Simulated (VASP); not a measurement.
Here is a VASP 6.6.1 calculation.

File POSCAR:

```
MoS2                                    
1.0
    3.1167047338      0.0000000000      0.0000000000
   -1.5583523669      2.6991454756      0.0000000000
    0.0000000000      0.0000000000     19.1200000000
  S               Mo            
     2     1
Direct
     0.6666669999999968    0.3333330000000032    0.4181986719451019
     0.6666669999999968    0.3333330000000032    0.5818013280548981
     0.3333330000000032    0.6666669999999968    0.5000000000000000
```

The input INCAR.step1:

```
PREC = Accurate ; ENCUT = 520
EDIFF = 1E-5 ; ISMEAR = 0
SIGMA = 0.03 ; LREAL = F
LASPH = T ; NELM = 100
ALGO = Normal ; ISIF = 2
LWAVE = T ; LDIPOL = T
IDIPOL = 3 ; DIPOL = 0.5 0.5 0.500
GGA = PE ; KPAR = 4
```

INCAR.step2

```
PREC = Accurate ; ENCUT = 520
EDIFF = 1E-7 ; ISMEAR = 0
SIGMA = 0.03 ; LREAL = F
LASPH = T ; NELM = 100
ALGO = Normal ; ISIF = 2
LWAVE = F ; LCHARG = T
LDIPOL = T ; IDIPOL = 3
DIPOL = 0.5 0.5 0.500 ; GGA = PE
LHFCALC = T ; AEXX = 0.25
PRECFOCK = Fast ; LVHAR = T
LVACPOTAV = T ; ISTART = 1
KPAR = 4
```

File KPOINTS:

```
Automatic mesh
0
Gamma
  6 6 1
```

Potentials or basis: VASP PAW PBE potentials, release 64 (S, Mo_sv).

Command:

```sh
$ cat potpaw_PBE.64/S/POTCAR potpaw_PBE.64/Mo_sv/POTCAR > POTCAR
$ cp INCAR.step1 INCAR
$ mpirun -np 4 vasp_std > vasp.out
$ cp INCAR.step2 INCAR
$ mpirun -np 4 vasp_std > vasp.out
```

(1) What does it give for the ionisation potential of the upper face?

(2) What does it give for the largest force?

(3) Estimate the band gap on the k mesh.

Answers

(1) 6.64 eV.

(2) 0.132 eV/Å.

(3) 3.11 eV, direct.

Caveat: the PAW data sets were made with another functional, which shifts forces and pressure a little.
